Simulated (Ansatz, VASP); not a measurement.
# ZnS (Wurtzite-2H): VASP beside Ansatz

INCAR

```
  ALGO = Normal
  EDIFF = 1E-7
  ENCUT = 520
  ISIF = 2
  ISMEAR = -1
  LASPH = True
  LCHARG = False
  LREAL = False
  LWAVE = False
  NBANDS = 26
  NELM = 80
  PREC = Accurate
  SIGMA = 0.05
```

KPOINTS

```
k-points
0
Gamma
  8 8 5
```

File POSCAR:

```
ZnS
1.0
    3.8362391461      0.0000000000      0.0000000000
   -1.9181195731      3.3222805555      0.0000000000
    0.0000000000      0.0000000000      6.2752859714
Zn S
2 2
Direct
    0.6666666667      0.3333333333      0.5000000000
    0.3333333333      0.6666666667      0.0000000000
    0.6666666667      0.3333333333      0.8850000000
    0.3333333333      0.6666666667      0.3850000000
```

File input.yaml:

```yaml
crystal:
  lattice:
    - [3.8362391461, 0.0, 0.0]
    - [-1.9181195731, 3.3222805555, 0.0]
    - [0.0, 0.0, 6.2752859714]
  atoms:
    - { symbol: Zn, position: [0.6666666667, 0.3333333333, 0.5] }
    - { symbol: Zn, position: [0.3333333333, 0.6666666667, 0.0] }
    - { symbol: S, position: [0.6666666667, 0.3333333333, 0.885] }
    - { symbol: S, position: [0.3333333333, 0.6666666667, 0.385] }
hamiltonian:
  xc: lda
  pseudopotentials: { kind: paw, xc_functional: lda, accuracy: standard }
kpoints:
  mp_grid: { grid: [8, 8, 5] }
scf:
  occupations: { method: fermi_dirac, width: 0.05 }
output:
  forces: true
  stress: true
  eigenvalues: true
```

Alike in both runs: task single point; functional LDA; k mesh 8 × 8 × 5; occupations fermi-dirac, width 0.05 eV; no spin polarisation.

```csv
,VASP,Ansatz
version,VASP 6.6.1,Ansatz 0.2.0
potentials or method,"VASP PAW LDA potentials, release 64 (Zn, S)",JTH PAW LDA
plane-wave cutoff (eV),520,960
valence electrons in the cell,36,36
```

```csv
,VASP,Ansatz,Ansatz less VASP
gap on the k mesh at the Fermi level (eV),1.92,1.88,-0.041
least direct gap on the mesh (eV),1.92,1.88,-0.041
pressure (GPa),-5.0,-5.3,-0.28
largest component of the traceless stress (GPa),0.85,0.81,-0.034
rms of the force components (eV/Å),0.159,0.156,-0.0027
```

Atom by atom the forces differ by 0.003 eV/Å (rms over components).

Caveats: odd divisions of the mesh miss points on the zone boundary, where band edges often lie, so the gap on the mesh can be too wide (Ansatz). A hybrid or GW would open this gap; LDA tends to underestimate it.
